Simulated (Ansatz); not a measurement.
**Zone-centre phonons of AlP at 5.2 GPa: input and output**

Theory: DFT r2SCAN+D3(BJ), scalar-relativistic, plane waves, PAW in Ansatz.

Launched with:
```bash
ansatz run input.yaml --threads 1 --pin off --max-ram 2560MiB --backend cpu --events-out ev --progress --plain --runs-dir out
```

Input (bare energies are in eV):
```yaml
crystal:
  lattice:
    - [0.0, 2.6823, 2.6823]
    - [2.6823, 0.0, 2.6823]
    - [2.6823, 2.6823, 0.0]
  atoms:
    - { symbol: Al, position: [0.0, 0.0, 0.0] }
    - { symbol: P, position: [0.25, 0.25, 0.25] }
basis:
  ecutwfc: 500
kpoints:
  mp_grid: { grid: [10, 10, 10] }
hamiltonian:
  xc: r2scan
  dispersion: d3bj
scf:
  occupations: { method: fixed }
output:
  eigenvalues: true
phonons:
  method: dfpt
  dielectric: true
  rigid_motions: translations
  eigenvectors: true
```

The end of the output:
```
--- Phonons (Γ-DFPT): 2 representative perturbations + reference, on 171 of 1000 k-points (Σ response iterations 10) ---
  k mesh reduced under 4 symmetry operations, with k and −k counted as one. Each operation leaves every solved perturbation unchanged. A smaller set is not considered because the functional reads the kinetic-energy density
  ASR residual: 1.521e-4 → 0.000e0 eV/Å²; symmetrization residual: 1.866e-6 eV/Å²
  pairwise dispersion correction: d3bj (s6 = 1.0, s8 = 0.78981345, a1 = 0.49484001, a2_bohr = 5.73083694), with the weights of each atom's references fixed at the reference crystal's, and the forces and stress that the weights' published ...
  ASR residual per site (eV/Å²): 1.52e-4 1.41e-4
  Γ frequencies (cm⁻¹): 0.00 0.00 0.00 474.22 474.22 474.22
  ε∞ (high-frequency dielectric tensor):
        7.292925    -0.000000    -0.000000
       -0.000000     7.292925     0.000000
       -0.000000     0.000000     7.292925
  ε⁰ (static dielectric tensor: ions relaxed, cell fixed):
        9.212945    -0.000000    -0.000000
       -0.000000     9.212945    -0.000000
       -0.000000    -0.000000     9.212945
  ε⁰ − ε∞ (ionic part):
        1.920019    -0.000000    -0.000000
       -0.000000     1.920019    -0.000000
       -0.000000    -0.000000     1.920019
  softest optical mode at Γ: 474.22 cm⁻¹; the repairs (sum rule, projections) moved no ω² at Γ by more than (1.28 cm⁻¹)²
  Born effective charges Z* (e; rows j = field, columns β = displacement):
    site 0:
         2.20994   -0.00000    0.00000
         0.00000    2.20994    0.00000
        -0.00000    0.00000    2.20994
    site 1:
        -2.20994    0.00000   -0.00000
        -0.00000   -2.20994   -0.00000
         0.00000   -0.00000   -2.20994
  Z* charge neutrality: 8.329e-4 e pre-enforcement
  solved inside a basis spanned on kpoints, on 10×10×10 k-points, its susceptibility summed on 14×14×14: ε∞ is read to err by 1.9e-2, Z* by 7.7e-3 e (field_mesh: kpoints solves on kpoints); Z* is corrected for ...
  optical modes at Γ without the LO–TO term, one row a degenerate level:
      ω (cm⁻¹) modes IR ((D/Å)²/amu)
        474.22      3            23.4411
  optical modes at Γ + LO–TO along q̂ = [1.0000, 0.0000, 0.0000]:
      ω (cm⁻¹) modes IR ((D/Å)²/amu)
        474.22      2            15.6274
        533.00      1             7.8137
  optical modes at Γ + LO–TO along q̂ = [0.0000, 1.0000, 0.0000]:
      ω (cm⁻¹) modes IR ((D/Å)²/amu)
        474.22      2            15.6274
        533.00      1             7.8137
  optical modes at Γ + LO–TO along q̂ = [0.0000, 0.0000, 1.0000]:
      ω (cm⁻¹) modes IR ((D/Å)²/amu)
        474.22      2            15.6274
        533.00      1             7.8137
```

The run took 3.8 min on 1 thread of Arm Neoverse N1, with other jobs on the host, peak memory 1.2 GiB.

The cell is the ideal cubic zincblende prototype.